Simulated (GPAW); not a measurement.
Al:

```
CELL_PARAMETERS angstrom
2.86351 0.00000 0.00000
1.43175 2.47987 0.00000
1.43175 0.82662 2.33804
ATOMIC_POSITIONS crystal
Al 0.00000 0.00000 0.00000
```

Base run:

```yaml
Program: GPAW 26.7.0
Functional: revTPSS
Potentials_or_basis: GPAW PAW data sets (gpaw-data 1.2.1)
Cutoff: 600 eV
Basis: pw
k_mesh: 11 × 11 × 11
Occupations: fermi-dirac, width 0.05 eV
Spin: no spin polarisation
```

Its results: pressure -2.0 GPa.

**Question.** The run is repeated on the same cell with these changes: functional from revTPSS to r2SCAN. What comes out?

**Answer.** Pressure -3.3 GPa.

Caveats: the PAW data sets were made with another functional, which shifts forces and pressure a little.

Not every run made on this cell is shown here.
